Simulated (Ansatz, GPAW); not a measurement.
# BeS with PBE in single-zeta orbitals from a Python script

These are simulated results from GPAW 26.7.0, not measurements. The cell was built from a prototype and was relaxed with r2SCAN in plane waves (Ansatz 0.2.0). Not every such cell is a known phase. All runs are without spin polarisation.

Space group P6_3/mmc (No. 194), hexagonal; conventional cell a = 3.300 Å, c = 5.255 Å, 12.39 Å³ an atom. Around Be lie 6 S at 2.31 Å; around S lie 6 Be at 2.31 Å.

The basis is minimal: single zeta, one radial function for each shell that the log's basis lists. It describes the filled bands fairly and the empty ones poorly.

run.py reads:

```python
import json
from ase import Atoms
from gpaw import GPAW, PW, FermiDirac

atoms = Atoms(['Be', 'Be', 'S', 'S'],
              cell=[[3.300236, 0.0, 0.0], [-1.650118, 2.858088, 0.0], [0.0, 0.0, 5.255222]],
              scaled_positions=[[0.0, -0.0, -0.0], [-0.0, -0.0, 0.5], [0.333333, 0.666667, 0.25], [0.666667, 0.333333, 0.75]],
              pbc=True)
calc = GPAW(mode='lcao', basis='sz(dzp)', h=0.2, xc='PBE', kpts={'size': (6, 6, 4), 'gamma': True},
            occupations=FermiDirac(0.02), maxiter=100, legacy_gpaw=True, txt='gpaw.txt')
atoms.calc = calc
res = {'energy': atoms.get_potential_energy(force_consistent=True)}
res['electrons'] = calc.get_number_of_electrons()
res['k'] = calc.get_ibz_k_points().tolist()
res['levels'] = [calc.get_eigenvalues(kpt=i).tolist() for i in range(len(res['k']))]
points = [[0.0, 0.0, 0.0], [0.5, 0.0, 0.0], [0.333333, 0.333333, 0.0], [0.0, 0.0, 0.5], [0.5, 0.0, 0.5], [0.333333, 0.333333, 0.5]]
bands = calc.fixed_density(kpts=points, symmetry='off', txt='bands.txt')
res['points'] = [bands.get_eigenvalues(kpt=i).tolist() for i in range(len(points))]
json.dump(res, open('results.json', 'w'))
print('free energy (eV):', round(res['energy'], 5))
```

Command: `python run.py`. It took 12 s on 1 thread of Arm Neoverse V1, on a shared host, peak memory 0.14 GiB.

The log gpaw.txt, trimmed of paths, versions and times, then the last line on the terminal. An iter line gives the energy in eV and the logarithms of the changes of orbitals (plane waves alone) and density (c: converged):

```
___ ___ ___ _ _ _
 |   |   |_  | | | |

 | | | | | . | | | |

 |__ |  _|___|_____|  26.7.0
 |___|_|

Input parameters:
  basis: sz(dzp)
  h: 0.2
  kpts: {gamma: True,
         size: (6, 6, 4)}
  maxiter: 100
  mode: lcao
  occupations: {fixmagmom: False,
                name: fermi-dirac,
                width: 0.02}
  xc: PBE

System changes: positions, numbers, cell, pbc, initial_charges, initial_magmoms

Initialize ...

species:
  Be:
    name:    Beryllium
    Z:       4.0
    valence: 2
    core:    2
    charge:  0.0  # [|e|]
    compensation charges:
      type: gauss
      rc: 0.25  # [Å]
      lmax: 2
    cutoffs:
      filter: 1.42  # [Å]
      core: 1.77  # [Å]
    projectors
    | kind |    occ | energy [eV] | rcut [Å] |

    |------|--------|-------------|----------|

    |   2s |  2.000 |      -5.610 |    0.794 |

    |   2p |  0.000 |      -2.018 |    0.794 |

    |    s |        |      21.602 |    0.794 |

    LCAO basis set for Be:
      Name: sz(dzp)
      Number of radial functions: 1
      Number of spherical harmonics: 1
        l=0, rc=8.2188 Bohr: 2s-sz confined orbital
      Number of RI-basis functions 0

  S:
    name:    Sulfur
    Z:       16.0
    valence: 6
    core:    10
    charge:  0.0  # [|e|]
    compensation charges:
      type: gauss
      rc: 0.24  # [Å]
      lmax: 2
    cutoffs:
      filter: 1.77  # [Å]
      core: 1.66  # [Å]
    projectors
    | kind |    occ | energy [eV] | rcut [Å] |

    |------|--------|-------------|----------|

    |   3s |  2.000 |     -17.254 |    0.974 |

    |   3p |  4.000 |      -7.008 |    0.979 |

    |    s |        |       9.957 |    0.974 |

    |    p |        |      20.203 |    0.979 |

    |    d |        |       0.000 |    0.900 |

    LCAO basis set for S:
      Name: sz(dzp)
      Number of radial functions: 2
      Number of spherical harmonics: 4
        l=0, rc=5.5156 Bohr: 3s-sz confined orbital
        l=1, rc=6.9375 Bohr: 3p-sz confined orbital
      Number of RI-basis functions 0

Reference energy: -22511.609742  # eV

Spin-paired calculation

Convergence criteria:
 Maximum [total energy] change in last 3 cyles: 0.0005 eV / valence electron
 Maximum integral of absolute [dens]ity change: 0.0001 electrons / valence electron
 Maximum integral of absolute [eigenst]ate change: 4e-08 eV^2 / valence electron
 Maximum number of scf [iter]ations: 100
 (Square brackets indicate name in SCF output, whereas a 'c' in
 the SCF output indicates the quantity has converged.)

Symmetries present (total): 2

  ( 1  0  0)  (-1  0  0)
  ( 0  1  0)  ( 0 -1  0)
  ( 0  0  1)  ( 0  0 -1)

144 k-points: 6 x 6 x 4 Monkhorst-Pack grid + [1/12,1/12,1/8]
76 k-points in the irreducible part of the Brillouin zone
       k-points in crystal coordinates                weights
   0:     0.00000000    0.00000000    0.00000000          1/144
   1:     0.00000000    0.00000000    0.25000000          2/144
   2:     0.00000000    0.00000000    0.50000000          1/144
   3:     0.00000000    0.16666667   -0.25000000          2/144
   4:     0.00000000    0.16666667    0.00000000          2/144
   5:     0.00000000    0.16666667    0.25000000          2/144
   6:     0.00000000    0.16666667    0.50000000          2/144
   7:     0.00000000    0.33333333   -0.25000000          2/144
   8:     0.00000000    0.33333333    0.00000000          2/144
   9:     0.00000000    0.33333333    0.25000000          2/144
          ...
  75:     0.50000000    0.50000000    0.50000000          1/144

Wave functions: LCAO
  Diagonalizer: Serial LAPACK
  Atomic Correction: dense with blas
  Data-type: complex

Occupation numbers: Fermi-Dirac:
  width: 0.0200  # eV

Eigensolver
   LCAO using direct dense diagonalizer

Densities:
  Coarse grid: 16*16*28 grid
  Fine grid: 32*32*56 grid
  Total Charge: 0.000000

Density mixing:
  Method: separate
  Backend: msr1
  Linear mixing parameter: 0.05
  old densities: 10
  Width of damping distribution: 1.1
  Damping of long wavelength oscillations: 20

Hamiltonian:
  XC and Coulomb potentials evaluated on a 32*32*56 grid
  Using the PBE Exchange-Correlation functional
  Interpolation: tri-quintic (5. degree polynomial)
  Poisson solver: FastPoissonSolver using
    Stencil: 8*3+1=25 point O(h^6) finite-difference Laplacian
    FFT axes: [np.int64(0), np.int64(1), np.int64(2)]
    FST axes: []

XC parameters: PBE with 2 nearest neighbor stencil

Memory estimate:
  Process memory now: 109.01 MiB
  Calculator: 14.55 MiB
    Density: 10.27 MiB
      Arrays: 1.42 MiB
      Localized functions: 7.75 MiB
      Mixer: 1.09 MiB
    Hamiltonian: 1.55 MiB
      Arrays: 0.93 MiB
      XC: 0.00 MiB
      Poisson: 0.00 MiB
      vbar: 0.62 MiB
    Wavefunctions: 2.74 MiB
      C [qnM]: 0.12 MiB
      S, T [2 x qmm]: 0.23 MiB
      P [aqMi]: 0.03 MiB
      BasisFunctions: 2.36 MiB
      Eigensolver: 0.00 MiB

Total number of cores used: 1

Number of atoms: 4
Number of atomic orbitals: 10
Number of bands in calculation: 10
Number of valence electrons: 16
Bands to converge: occupied
Positions:
   0 Be     0.000000    0.000000    0.000000    ( 0.0000,  0.0000,  0.0000)
   1 Be     0.000000    0.000000    2.627611    ( 0.0000,  0.0000,  0.0000)
   2 S     -0.000002    1.905393    1.313805    ( 0.0000,  0.0000,  0.0000)
   3 S      1.650120    0.952695    3.941416    ( 0.0000,  0.0000,  0.0000)

Unit cell:
           periodic     x           y           z      points  spacing
  1. axis:    yes    3.300236    0.000000    0.000000    16     0.1786
  2. axis:    yes   -1.650118    2.858088    0.000000    16     0.1786
  3. axis:    yes    0.000000    0.000000    5.255222    28     0.1877

  Lengths:   3.300236   3.300236   5.255222
  Angles:   90.000000  90.000000 120.000002

Effective grid spacing dv^(1/3) = 0.1905

iter:   1    -9.901440        c
iter:   2    -9.479689        c -0.68
iter:   3    -6.613503        c -0.71
iter:   4    -6.612253        c -2.16
iter:   5    -6.611753c       c -2.39
iter:   6    -6.611751c       c -3.70
iter:   7    -6.611751c       c -4.37c

Converged after 7 iterations.

Energy contributions relative to reference atoms: (reference = -22511.609742)

Kinetic:       +152.106210
Potential:     -125.114401
External:        +0.000000
XC:             -33.726343
Entropy (-ST):   -0.000755
Local:           +0.123160
SIC:             +0.000000
--------------------------
Free energy:     -6.612128
Extrapolated:    -6.611751

Showing only first 2 kpts
 Kpt  Band  Eigenvalues  Occupancy
  0     6      9.59513    1.99905
  0     7      9.99980    0.00001
  0     8     13.40534    0.00000
  0     9     21.12306    0.00000

  1     6      9.47192    2.00000
  1     7      9.47284    2.00000
  1     8     14.62123    0.00000
  1     9     19.11704    0.00000

Fermi level: 9.74824

No gap
No difference between direct/indirect transitions

free energy (eV): -6.61213
```

The gap in the log is over the mesh alone; results.json adds the listed points. PBE in single-zeta orbitals gives no gap (an overlap of 0.95 eV at the points read). On the same cell, plane-wave PBE (Ansatz, 12×12×6 k points and the special points) gives a gap of 1.46 eV and r2SCAN a gap of 1.81 eV; on shared hosts these took about 3.5 and 8.8 core-seconds on the 4-atom cell, against 12 for the script. Semilocal gaps usually lie below measured ones. This method closes a gap that PBE finds, a failure in kind.
